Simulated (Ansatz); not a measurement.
# Ge (P4_32_12) in Ansatz: notebook

Aim: see how the results for Ge move with the level of theory and the settings. Levels: LDA, PBE. Tasks: relaxation of cell and atoms.

All numbers are computed with Ansatz 0.2.0; they aren't measurements. Logs are shortened: lines on timing, memory, paths and dates and some standing lists are left out, and cuts for length are marked.

**1. Starting point**

The structure is tetragonal, space group P4_32_12 (No. 96). The conventional cell has a = 5.930 Å, b = 5.930 Å, c = 6.980 Å, α = 90.00°, β = 90.00°, γ = 90.00°. Ge (site symmetry 1) has 4 Ge at 2.44 to 2.55 Å as nearest neighbours. Ge (site symmetry 2) is surrounded by 4 Ge at 2.44 to 2.55 Å.

This isn't the form of Ge at room conditions, which is diamond.

**2. Relaxation of cell and atoms, LDA**

File input.yaml:

```yaml
crystal:
  lattice:
    - [5.93, 0.0, 0.0]
    - [0.0, 5.93, 0.0]
    - [0.0, 0.0, 6.98]
  atoms:
    - { symbol: Ge, position: [0.375, 0.1667, 0.75] }
    - { symbol: Ge, position: [0.3333, 0.875, 0.5] }
    - { symbol: Ge, position: [0.625, 0.8333, 0.25] }
    - { symbol: Ge, position: [0.6667, 0.125, 0.0] }
    - { symbol: Ge, position: [0.875, 0.3333, 0.5] }
    - { symbol: Ge, position: [0.8333, 0.625, 0.75] }
    - { symbol: Ge, position: [0.125, 0.6667, 0.0] }
    - { symbol: Ge, position: [0.1667, 0.375, 0.25] }
    - { symbol: Ge, position: [0.575, 0.425, 0.25] }
    - { symbol: Ge, position: [0.925, 0.925, 0.5] }
    - { symbol: Ge, position: [0.425, 0.575, 0.75] }
    - { symbol: Ge, position: [0.075, 0.075, 0.0] }
hamiltonian:
  xc: lda
  pseudopotentials: { kind: paw }
kpoints:
  mp_grid: { grid: [5, 5, 4] }
scf:
  occupations: { method: fermi_dirac, width: 0.05 }
output:
  forces: true
  stress: true
  eigenvalues: true
relax:
  f_tol: 0.01
  max_steps: 40
  cell: { stress_tol: 0.05 }
```

Potentials or basis: Ansatz PAW.

Run with:

```
$ ansatz run input.yaml --threads 4 --pin off --max-ram 11264MiB --backend cpu --events-out ev --progress --plain --runs-dir out
```

Log:

```text
Warning: RAYON_NUM_THREADS=4 ignored (pool sized by the plan → 4); use --threads N
Engine: ansatz 0.2.0, aarch64-unknown-linux-gnu
Pseudopotentials: kind: paw
Pseudopotential: Ge, paw, valence charge 14, recommended cutoff 420 eV (normal), Ge.paw.azcp
Functional definition: SPW92
  exchange = slater_x
  correlation = pw_c
Crystal: 12 atoms, lattice volume = 245.451 Å³
Basis set: ecut = 420 eV, 4783 PW (Γ)
Bands: 101, of which v1, the nominal top of the filled ones, is band 84 counted from 1 (83 counted from 0)
Symmetry: 8 space group operations
Space group: P43212 (ITA 96), of the structure as read, at distance tolerance 6.3e-5 Å
k-points: 18 of 100 (time reversal used)
Non-local potential: Ge, projectors of the file, l = 0: 2, l = 1: 2, l = 2: 3, l = 3: 1
PAW form: soft (Blöchl's): semilocal exchange-correlation on the pseudo side does not see the compensation charge
PAW frozen core: Ge, regenerated for the run's functional, and the local potential with it (the file was generated under x = pbe(κ = 0.804, μ = 0.2195149727645171), c = pbe(β = 0.06672455060314922))
PAW one-centre angular grid: Ge, 590 points (default); XC on 64 Gauss nodes
Initial density: superposition of atomic densities (neutral atoms: chi_scale 0, normalization atom), corrected by the library's trained network
Initial wavefunctions: pseudopotential atomic-orbital guess
Functional: x = slater, c = lda
SCF iter   1: F=—  HF=-50587.028097 eV  |F-HF|=—  |Δ(HF+E_count)|=         —  Δρ=4.38e-3  dr2=2.61e-2  ethr=1.77e-3  ⟨swp⟩=5.9  Hψ=6442  notcnv=0  defer=7
preconditioner: auto → Resta (q_TF=auto, 2.561 Å⁻¹)  ε∞=2.9  [insulator: Δε(μ)=0.615 eV  Ē_g=22.423 eV  σ=0.050 eV  W_gap=1.00  n_scr=80 (ndim 8)  ℏωp=30.7 eV  f_vac=0.000  D(μ)=0.02/eV (n_scr^D=0)  ε∞_Penn≈2.9]
SCF iter   2: F=—  HF=-50587.010448 eV  |F-HF|=—  |Δ(HF+E_count)|=   1.76e-2  Δρ=2.40e-3  dr2=8.59e-3  ethr=1.56e-5  ⟨swp⟩=2.0  Hψ=3234  notcnv=0  defer=37
SCF iter   3: F=—  HF=-50587.007244 eV  |F-HF|=—  |Δ(HF+E_count)|=   3.20e-3  Δρ=2.59e-4  dr2=1.68e-4  ethr=5.11e-6  ⟨swp⟩=3.0  Hψ=3216  notcnv=0  defer=37
SCF iter   4: F=—  HF=-50587.007210 eV  |F-HF|=—  |Δ(HF+E_count)|=   3.37e-5  Δρ=1.43e-4  dr2=2.23e-5  ethr=1.00e-7  ⟨swp⟩=2.0  Hψ=3193  notcnv=0  defer=37
SCF iter   5: F=—  HF=-50587.007155 eV  |F-HF|=—  |Δ(HF+E_count)|=   5.54e-5  Δρ=1.65e-5  dr2=5.10e-7  ethr=1.33e-8  ⟨swp⟩=2.0  Hψ=3193  notcnv=0  defer=37
SCF iter   6: F=—  HF=-50587.007155 eV  |F-HF|=—  |Δ(HF+E_count)|=   1.72e-7  Δρ=7.24e-6  dr2=9.92e-8  ethr=5.95e-11  ⟨swp⟩=8.1  Hψ=7206  notcnv=0
SCF iter   7: F=-50587.007155 eV  HF=-50587.007155 eV  |F-HF|=5.29e-8  |Δ(HF+E_count)|=   2.23e-8  Δρ=4.92e-6  dr2=2.72e-8  ethr=5.90e-11  ⟨swp⟩=4.0  Hψ=5453  notcnv=0
SCF 1 converged in 7 iterations: F = -50587.007155 eV  dr2 = 2.72e-8
[... 66 lines left out ...]
  E_aug_tail   = 0.003616  (compensation charges beyond the density's cutoff)
  E_ewald      = -17343.832224
  E_core_change = 22.899915  (= ΣΔE_core)
  E_smearing   = -0.000210  (= −TS)
  E_closure    = -0.000000  (closes the sum)
  Σ components = -50587.210609   (vs F -50587.210609, Δ=0.00e0)
--- Forces (eV/Å), atoms counted from 1 ---
  atom   1  Ge    -0.00428336     0.00102782    -0.00177048
  atom   2  Ge    -0.00102782    -0.00428336    -0.00177048
  atom   3  Ge     0.00428336    -0.00102782    -0.00177048
  atom   4  Ge     0.00102782     0.00428336    -0.00177048
  atom   5  Ge    -0.00428336    -0.00102782     0.00177048
  atom   6  Ge    -0.00102782     0.00428336     0.00177048
  atom   7  Ge     0.00428336     0.00102782     0.00177048
  atom   8  Ge     0.00102782    -0.00428336     0.00177048
  atom   9  Ge     0.00065827    -0.00065827    -0.00000000
  atom  10  Ge    -0.00065827    -0.00065827    -0.00000000
  atom  11  Ge    -0.00065827     0.00065827     0.00000000
  atom  12  Ge     0.00065827     0.00065827    -0.00000000
  max |Σ_I F_I| component: 1.34e-16 eV/Å
--- Stress (GPa, compression-positive) ---
       -0.001708      -0.000000       0.000000
       -0.000000      -0.001708      -0.000000
        0.000000      -0.000000       0.005684
  P = ⅓ Tr σ = 0.0008 GPa (0.008 kbar)
--- Band table (eV; the first three rows and the last of 18) ---
  k-point 0: bands = ["-15.0861", "-15.0552", "-15.0552", "-15.0328", "-15.0328", "-15.0316", "-15.0290", "-15.0104", "-15.0094", "-15.0094", "-15.0025", "-15.0023", "-15.0004", "-14.9763", "-14.9596", "-14.9586", "-14.9586", "-14.9329", "-14.9304", "-14.9304", "-14.9218", "-14.9218", "-14.9212", "-14.9178", "-14.8977", "-14.8890", "-14.8890", "-14.8863", "-14.8774", "-14.8599", "-14.8599", "-14.8538", "-14.8483", "-14.8380", "-14.8380", "-14.8351", "-14.8236", "-14.8236", "-14.8194", "-14.8171", "-14.8162", "-14.7937", "-14.7937", "-14.7929", "-14.7708", "-14.7708", "-14.7589", "-14.7589", "-14.7506", "-14.7447", "-14.7371", "-14.7273", "-14.7207", "-14.7207", "-14.7183", "-14.7117", "-14.7094", "-14.6750", "-14.6750", "-14.6607", "-3.3879", "-0.8418", "-0.8418", "0.0447", "0.5983", "0.5983", "0.6703", "2.9767", "3.4547", "3.4547", "3.5883", "4.0110", "5.3590", "5.6316", "5.6316", "5.9224", "6.1555", "6.4413", "6.4413", "7.6040", "8.3082", "8.3630", "8.3630", "9.1689", "10.8150", "11.0518", "11.0518", "11.9028", "12.7454", "13.0711", "13.2099", "13.7589", "13.7618", "13.7618", "14.3107", "14.3107", "15.5269", "15.5309", "15.9886", "15.9886", "16.1401"]
  k-point 1: bands = ["-15.0854", "-15.0703", "-15.0405", "-15.0313", "-15.0308", "-15.0300", "-15.0288", "-15.0164", "-15.0146", "-15.0108", "-15.0084", "-15.0078", "-14.9805", "-14.9693", "-14.9569", "-14.9566", "-14.9543", "-14.9401", "-14.9332", "-14.9317", "-14.9226", "-14.9186", "-14.9178", "-14.9177", "-14.9031", "-14.9011", "-14.8889", "-14.8826", "-14.8695", "-14.8695", "-14.8644", "-14.8536", "-14.8511", "-14.8406", "-14.8368", "-14.8327", "-14.8247", "-14.8222", "-14.8174", "-14.8165", "-14.8098", "-14.7988", "-14.7926", "-14.7891", "-14.7751", "-14.7613", "-14.7603", "-14.7548", "-14.7517", "-14.7483", "-14.7434", "-14.7306", "-14.7218", "-14.7213", "-14.7168", "-14.7094", "-14.7015", "-14.6816", "-14.6697", "-14.6623", "-3.2129", "-1.8701", "0.0841", "0.1039", "0.3029", "0.7402", "1.2193", "2.3473", "2.9515", "3.6982", "3.8673", "3.8946", "4.7998", "5.0344", "6.2260", "6.4551", "6.8356", "7.0104", "7.0319", "7.2394", "7.8619", "8.2888", "8.4279", "8.4621", "11.2904", "11.4040", "11.5568", "11.9121", "11.9160", "12.1238", "12.1506", "12.6027", "13.6189", "14.1689", "14.9786", "15.1422", "15.4536", "15.7831", "15.7932", "15.8326", "15.8644"]
  k-point 2: bands = ["-15.0810", "-15.0810", "-15.0312", "-15.0312", "-15.0288", "-15.0288", "-15.0251", "-15.0251", "-15.0145", "-15.0145", "-15.0115", "-15.0115", "-14.9620", "-14.9620", "-14.9552", "-14.9552", "-14.9484", "-14.9484", "-14.9393", "-14.9393", "-14.9231", "-14.9231", "-14.9132", "-14.9132", "-14.9021", "-14.9021", "-14.8877", "-14.8877", "-14.8771", "-14.8771", "-14.8538", "-14.8538", "-14.8502", "-14.8502", "-14.8370", "-14.8370", "-14.8204", "-14.8204", "-14.8160", "-14.8160", "-14.8023", "-14.8023", "-14.7916", "-14.7916", "-14.7638", "-14.7638", "-14.7574", "-14.7574", "-14.7529", "-14.7529", "-14.7409", "-14.7409", "-14.7206", "-14.7206", "-14.7117", "-14.7117", "-14.6903", "-14.6903", "-14.6657", "-14.6657", "-2.6959", "-2.6959", "0.1727", "0.1727", "0.6946", "0.6946", "1.7212", "1.7212", "3.2039", "3.2039", "3.8170", "3.8170", "4.7826", "4.7826", "6.4474", "6.4474", "7.3034", "7.3034", "7.3977", "7.3977", "8.1697", "8.1697", "8.6268", "8.6268", "10.1960", "10.1960", "10.8617", "10.8617", "12.9072", "12.9072", "12.9219", "12.9219", "14.0859", "14.0859", "14.1412", "14.1412", "15.1399", "15.1399", "15.1792", "15.1792", "16.7189"]
  k-point 17: bands = ["-15.0631", "-15.0631", "-15.0592", "-15.0592", "-15.0244", "-15.0244", "-15.0212", "-15.0212", "-14.9956", "-14.9956", "-14.9897", "-14.9897", "-14.9816", "-14.9816", "-14.9594", "-14.9594", "-14.9432", "-14.9432", "-14.9311", "-14.9311", "-14.9210", "-14.9210", "-14.9093", "-14.9093", "-14.8973", "-14.8973", "-14.8905", "-14.8905", "-14.8706", "-14.8706", "-14.8634", "-14.8634", "-14.8430", "-14.8430", "-14.8356", "-14.8356", "-14.8135", "-14.8135", "-14.8078", "-14.8078", "-14.7984", "-14.7984", "-14.7901", "-14.7901", "-14.7793", "-14.7793", "-14.7668", "-14.7668", "-14.7448", "-14.7448", "-14.7434", "-14.7434", "-14.7254", "-14.7254", "-14.7233", "-14.7233", "-14.6998", "-14.6998", "-14.6837", "-14.6837", "-1.5701", "-1.5701", "-0.9785", "-0.9785", "-0.1531", "-0.1531", "0.3656", "0.3656", "4.3907", "4.3907", "4.8348", "4.8348", "6.4841", "6.4841", "6.8901", "6.8901", "7.3028", "7.3028", "7.7239", "7.7239", "8.1879", "8.1879", "8.6060", "8.6060", "10.6681", "10.6681", "11.0107", "11.0107", "11.6618", "11.6618", "12.1000", "12.1000", "12.7727", "12.7727", "13.3742", "13.3742", "14.3800", "14.3800", "14.9080", "14.9080", "15.8472"]
--- Relaxed structure (4 steps of the walk, 4 accepted, 1 SCFs on fresh bases) ---
  F+E_penalty+E_count = -50587.21060909 eV   max|allowed force component| = 4.283e-3 eV/Å   (the final SCF, on the basis selected at the relaxed cell)
  cell:  # Å, volume = 238.4544 Å³
    - [5.878869143812993, -2.6106926244519052e-33, 3.31730513966821e-18]
    - [-4.0243427791769536e-33, 5.878869143812993, -1.1172396384117322e-33]
    - [3.904686319542011e-18, -1.3150645322283122e-33, 6.899503229640192]
  atoms:
    - { symbol: Ge, position: [0.3701701800807794, 0.17200202907057563, 0.7439090915409295] }
    - { symbol: Ge, position: [0.32799797092942434, 0.8701701800807794, 0.49390909154092955] }
    - { symbol: Ge, position: [0.6298298199192206, 0.8279979709294243, 0.24390909154092952] }
    - { symbol: Ge, position: [0.6720020290705757, 0.1298298199192206, -0.0060909084590704205] }
    - { symbol: Ge, position: [0.8701701800807794, 0.32799797092942434, 0.5060909084590703] }
    - { symbol: Ge, position: [0.8279979709294243, 0.6298298199192206, 0.7560909084590703] }
    - { symbol: Ge, position: [0.1298298199192206, 0.6720020290705757, 0.006090908459070421] }
    - { symbol: Ge, position: [0.17200202907057563, 0.3701701800807794, 0.25609090845907045] }
    - { symbol: Ge, position: [0.5881886052119306, 0.4118113947880693, 0.24999999999999997] }
    - { symbol: Ge, position: [0.911811394788069, 0.911811394788069, 0.49999999999999994] }
    - { symbol: Ge, position: [0.4118113947880693, 0.5881886052119306, 0.7499999999999999] }
    - { symbol: Ge, position: [0.0881886052119308, 0.08818860521193077, -4.352552579210931e-19] }
```

It took 72 s on 4 threads of Arm Neoverse V1, shared host; peak memory 0.91 GiB.

What came out:

| Item | Value |
| --- | --- |
| Free energy | -50587.2106 eV |
| Relaxed volume | 19.87 Å³/atom |
| Relaxed cell | a = 5.879 Å, b = 5.879 Å, c = 6.900 Å, α = 90.00°, β = 90.00°, γ = 90.00° |
| Space group after relaxing (to 0.05 Å) | P4_32_12 (No. 96) |
| Energy gained by relaxing | 17.0 meV/atom |
| Ionic steps | 5 |
| Pressure after relaxing | 0.0 GPa |
| Largest force after relaxing | 0.005 eV/Å |
| Band gap on the k mesh | 0.66 eV, indirect (least direct gap 0.75 eV) |

Forces on the atoms (eV/Å):
```
Ge  -0.004  0.001 -0.002
Ge  -0.001 -0.004 -0.002
Ge   0.004 -0.001 -0.002
Ge   0.001  0.004 -0.002
Ge  -0.004 -0.001  0.002
Ge  -0.001  0.004  0.002
Ge   0.004  0.001  0.002
Ge   0.001 -0.004  0.002
Ge   0.001 -0.001  0.000
Ge  -0.001 -0.001  0.000
Ge  -0.001  0.001  0.000
Ge   0.001  0.001  0.000
```

The path:
| step | energy change (eV) | largest force (eV/Å) | volume (Å³) |
| --- | --- | --- | --- |
| 1 | 0.0000 | 0.8199 | 245.45 |
| 2 | -0.1835 | 0.1003 | 236.04 |
| 3 | -0.2042 | 0.0278 | 238.45 |
| 4 | -0.2048 | 0.0048 | 238.45 |
| 5 | -0.2035 | 0.0047 | 238.45 |

Final structure:
```xyz
12
Lattice="5.8789 0.0000 0.0000 0.0000 5.8789 0.0000 0.0000 0.0000 6.8995" Properties=species:S:1:pos:R:3 pbc="T T T"
Ge    2.1762    1.0112    5.1326
Ge    1.9283    5.1156    3.4077
Ge    3.7027    4.8677    1.6829
Ge    3.9506    0.7633   -0.0420
Ge    5.1156    1.9283    3.4918
Ge    4.8677    3.7027    5.2167
Ge    0.7633    3.9506    0.0420
Ge    1.0112    2.1762    1.7669
Ge    3.4579    2.4210    1.7249
Ge    5.3604    5.3604    3.4498
Ge    2.4210    3.4579    5.1746
Ge    0.5184    0.5184    0.0000
```

Levels at points of the mesh, in eV from the valence-band top:
```
            k point  band 82  band 83  band 84  band 85  band 86  band 87
 (0.00, 0.00, 0.00)    -0.98    -0.98    -0.18     1.47     1.70     1.70
(0.00, 0.00, -0.50)    -1.18    -0.72    -0.72     0.85     0.85     1.51
```

Caveat: odd divisions of the mesh miss points on the zone boundary, where band edges often lie, so the gap on the mesh can be too wide; the plane-wave basis is chosen anew once the cell has moved, so the energies of steps on either side of that aren't comparable; the PAW data sets come from PBE, with cores solved anew for the run's functional, which leaves a small shift of forces and pressure.

**3. Relaxation of cell and atoms, PBE**

input.yaml: that of step 2 with these lines changed.

```diff
@@ -19,3 +19,3 @@
 hamiltonian:
-  xc: lda
+  xc: pbe
   pseudopotentials: { kind: paw }
```

Potentials or basis: Ansatz PAW.

Run with:

```
$ ansatz run input.yaml --threads 4 --pin off --max-ram 11264MiB --backend cpu --events-out ev --progress --plain --runs-dir out
```

It took 95 s on 4 threads of Arm Neoverse V1, shared host; peak memory 0.94 GiB.

The run converged. Its results:

```
Free energy                            : -51538.0529 eV
Relaxed volume                         : 21.53 Å³/atom
Relaxed cell                           : a = 6.022 Å, b = 6.022 Å, c = 7.123 Å, α = 90.00°, β = 90.00°, γ = 90.00°
Space group after relaxing (to 0.05 Å) : P4_32_12 (No. 96)
Energy gained by relaxing              : 27.5 meV/atom
Ionic steps                            : 6
Pressure after relaxing                : 0.0 GPa
Band gap on the k mesh                 : 0.60 eV, indirect (least direct gap 0.61 eV)
```

Step by step:
```
step  energy change (eV)  largest force (eV/Å)  volume (Å³)
   1              0.0000                0.8874       245.45
   2             -0.3012                0.1086       258.55
   3             -0.3250                0.0323       258.89
   4             -0.3277                0.0118       258.25
   5             -0.3277                0.0017       258.33
   6             -0.3301                0.0018       258.33
```

Final structure:
```
Ge
1.0
     6.02224    0.00000    0.00000
     0.00000    6.02224    0.00000
     0.00000    0.00000    7.12293
Ge
12
Cartesian
  2.2299 1.0273 5.3283
  1.9838 5.2410 3.5476
  3.7924 4.9949 1.7668
  4.0384 0.7813 -0.0139
  5.2410 1.9838 3.5754
  4.9949 3.7924 5.3561
  0.7813 4.0384 0.0139
  1.0273 2.2299 1.7946
  3.5333 2.4889 1.7807
  5.5001 5.5001 3.5615
  2.4889 3.5333 5.3422
  0.5222 0.5222 0.0000
```

Levels at points of the mesh, in eV from the valence-band top:
```csv
k point,band 81,band 82,band 83,band 84,band 85,band 86,band 87,band 88
"(0.00, 0.00, 0.00)",-0.89,-0.84,-0.84,-0.15,1.49,1.69,1.69,2.63
"(0.00, 0.00, -0.50)",-1.04,-1.04,-0.62,-0.62,0.86,0.86,1.66,1.66
```

Caveat: odd divisions of the mesh miss points on the zone boundary, where band edges often lie, so the gap on the mesh can be too wide; the plane-wave basis is chosen anew once the cell has moved, so the energies of steps on either side of that aren't comparable. Zero-point motion and thermal expansion aren't in these numbers.
